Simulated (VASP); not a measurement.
Here is a VASP 6.6.1 calculation.

The input INCAR:

```
  PREC = Accurate
  ENCUT = 600
  EDIFF = 1E-6
  ISMEAR = 0
  SIGMA = 0.1
  LREAL = F
  LASPH = T
  NELM = 100
  ALGO = Normal
  ISIF = 3
  LWAVE = F
  LCHARG = F
  GGA = PS
  IBRION = 2
  NSW = 100
  EDIFFG = -0.005
```

Contents of KPOINTS:

```
Automatic mesh
0
Gamma
  12 12 12
```

Contents of POSCAR:

```
K
1.0
    0.0000000000      3.3918728180      3.3918728180
    3.3918728180      0.0000000000      3.3918728180
    3.3918728180      3.3918728180      0.0000000000
K
1
Direct
    0.0000000000      0.0000000000      0.0000000000
```

Potentials or basis: VASP PAW PBE potentials, release 64 (K_sv).

Launch:

```bash
$ cat potpaw_PBE.64/K_sv/POTCAR > POTCAR
$ mpirun -np 1 vasp_std > vasp.out
```

What does it give for the relaxed volume?

71.14 Å³/atom.

What does it give for the relaxed cell?

a = 4.651 Å, b = 4.651 Å, c = 4.651 Å, α = 60.00°, β = 60.00°, γ = 60.00°.

Estimate the space group after relaxing (to 0.05 Å).

Fm-3m (No. 225).

What does it give for the band gap on the k mesh?

None (metal or under the smearing width).

Final structure:
```yaml
crystal:
  lattice:
    - [0.00000, 3.28873, 3.28873]
    - [3.28873, 0.00000, 3.28873]
    - [3.28873, 3.28873, 0.00000]
  atoms:
    - { symbol: K, position: [0.00000, 0.00000, 0.00000] }
```

Caveat: the PAW data sets were made with another functional, which shifts forces and pressure a little.
